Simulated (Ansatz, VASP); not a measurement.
## Hg: VASP beside Ansatz

File INCAR:

```
SYSTEM = Hg
PREC = Accurate
ENCUT = 520
EDIFF = 1E-7
ISMEAR = 0
SIGMA = 0.15
LREAL = .FALSE.
LASPH = .TRUE.
NELM = 80
ALGO = Fast
ISIF = 2
LWAVE = .FALSE.
LCHARG = .FALSE.
GGA = PE
IVDW = 12
NBANDS = 12
```

KPOINTS

```
Automatic mesh
0
G
  18 18 18
  0 0 0
```

The input POSCAR:

```
Hg
1.0
   -1.9662102500      1.9662102500      1.8022580000
    1.9662102500     -1.9662102500      1.8022580000
    1.9662102500      1.9662102500     -1.8022580000
Hg
1
Direct
    0.0000000000      0.0000000000      0.0000000000
```

Input for Ansatz:

```yaml
crystal:
  lattice:
    - [-1.96621025, 1.96621025, 1.802258]
    - [1.96621025, -1.96621025, 1.802258]
    - [1.96621025, 1.96621025, -1.802258]
  atoms:
    - { symbol: Hg, position: [0.0, 0.0, 0.0] }
basis:
  ecutwfc: 420
kpoints:
  mp_grid: { grid: [18, 18, 18] }
hamiltonian:
  xc: pbe
  dispersion: d3bj
scf:
  occupations: { method: gaussian, width: 0.15 }
output:
  forces: true
  stress: true
  eigenvalues: true
```

Change from the starting cell: strain -0.050 along x and y, +0.000 along z, atoms carried along.

Alike in both runs: task single point; functional PBE; dispersion D3(BJ); k mesh 18 × 18 × 18; occupations gaussian, width 0.15 eV; no spin polarisation.

|  | VASP | Ansatz |
| --- | --- | --- |
| version | VASP 6.6.1 | Ansatz 0.2.0 |
| potentials or method | VASP PAW PBE potentials, release 64 (Hg) | scalar-relativistic, plane waves, PAW |
| plane-wave cutoff (eV) | 520 | 420 |
| valence electrons in the cell | 12 | 20 |

VASP gave:

```
gap on the k mesh at the Fermi level (eV)       : none
pressure (GPa)                                  : -1.4
largest component of the traceless stress (GPa) : 0.14
```

Question: Which values does Ansatz return?

Answer: gap on the k mesh at the Fermi level (eV): none; pressure (GPa): -1.5; largest component of the traceless stress (GPa): 0.14.

A gap of «none» marks a metal or a gap that the smearing closes. The two sets of potentials don't hold the same shells in valence.

Caveats: pairwise dispersion overbinds metals, which lowers pressure and volume. The runs have no spin-orbit coupling, so splittings on Hg are missing.
